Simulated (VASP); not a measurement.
BeTe:

```xyz
2
Lattice="0.0000 2.7700 2.7700 2.7700 0.0000 2.7700 2.7700 2.7700 0.0000" Properties=species:S:1:pos:R:3 pbc="T T T"
Te    4.1550    4.1550    4.1550
Be    0.0000    0.0000    0.0000
```

| Property | Result |
| --- | --- |
| Program | VASP 6.6.1 |
| Task | relaxation of cell and atoms |
| Functional | optB88-vdW |
| Potentials or basis | VASP PAW PBE potentials, release 64 (Te, Be) |
| Cutoff | 600 eV |
| k mesh | 8 × 8 × 8 |
| Occupations | fermi-dirac, width 0.05 eV |
| Spin | no spin polarisation |

At the start: pressure 4.6 GPa; volume 21.25 Å³/atom.

**Question.** Where does the relaxation end?

**Answer.** Over 3 steps the energy falls by 21.0 meV/atom and the volume is 22.79 Å³/atom (+7.2 %); space group F-43m (No. 216, to 0.05 Å).

The path:
| step | energy change (eV) | largest force (eV/Å) | pressure (GPa) | volume (Å³) |
| --- | --- | --- | --- | --- |
| 1 | 0.0000 | 0.0000 | 4.62 | 42.51 |
| 2 | -0.0395 | 0.0000 | -0.95 | 46.39 |
| 3 | -0.0419 | 0.0000 | 0.02 | 45.58 |

Final structure:
```xyz
2
Lattice="0.0000 2.8353 2.8353 2.8353 0.0000 2.8353 2.8353 2.8353 0.0000" Properties=species:S:1:pos:R:3 pbc="T T T"
Te    4.2529    4.2529    4.2529
Be    0.0000    0.0000    0.0000
```

Caveat: the PAW data sets were made with another functional, which shifts forces and pressure a little.
